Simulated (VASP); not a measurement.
The system is CdTe.

```
Te Cd
1.0
     0.00000    6.41000    6.41000
     6.41000    0.00000    6.41000
     6.41000    6.41000    0.00000
Te Cd
8 8
Direct
  0.37500 0.37500 0.37500
  0.37500 0.37500 0.87500
  0.37500 0.87500 0.37500
  0.37500 0.87500 0.87500
  0.87500 0.37500 0.37500
  0.87500 0.37500 0.87500
  0.87500 0.87500 0.37500
  0.87500 0.87500 0.87500
  0.00000 0.00000 0.00000
  0.00000 0.00000 0.50000
  0.00000 0.50000 0.00000
  0.00000 0.50000 0.50000
  0.50000 0.00000 0.00000
  0.50000 0.00000 0.50000
  0.50000 0.50000 0.00000
  0.50000 0.50000 0.50000
```

- Program: VASP 6.6.1
- Task: phonon dispersion
- Functional: PBEsol
- Potentials or basis: VASP PAW PBE potentials, release 64 (Te, Cd)
- Cutoff: 520 eV
- k mesh: 2 × 2 × 2
- Occupations: gaussian, width 0.02 eV
- Spin: no spin polarisation
- Long-range dipole term: yes
- Supercell matrix: [2, 0, 0, 0, 2, 0, 0, 0, 2]
- Further INCAR settings: LREAL = Auto; ALGO = Fast; EDIFF = 1e-07; IBRION = 6; POTIM = 0.015; NSW = 1

**Question.** Is this structure dynamically stable at this level, and how far does the spectrum reach?

**Answer.** Yes, as far as this q mesh shows: no mode on the path is imaginary. The highest frequency is 170 cm⁻¹.

Phonon frequencies at the corners of the path (cm⁻¹, interpolated; i marks imaginary ones):
| point | frequencies |
| --- | --- |
| Γ | 0 0 0 153 153 170 |
| X | 33 33 136 137 160 160 |
| W | 45 57 123 129 162 165 |
| K | 33 58 121 136 159 166 |
| L | 29 29 111 155 156 156 |
| U | 33 58 121 136 159 166 |

A q mesh this small can miss soft modes between its points.

Caveat: the k mesh is coarse (spacing up to 0.42 Å⁻¹), so the values aren't converged.
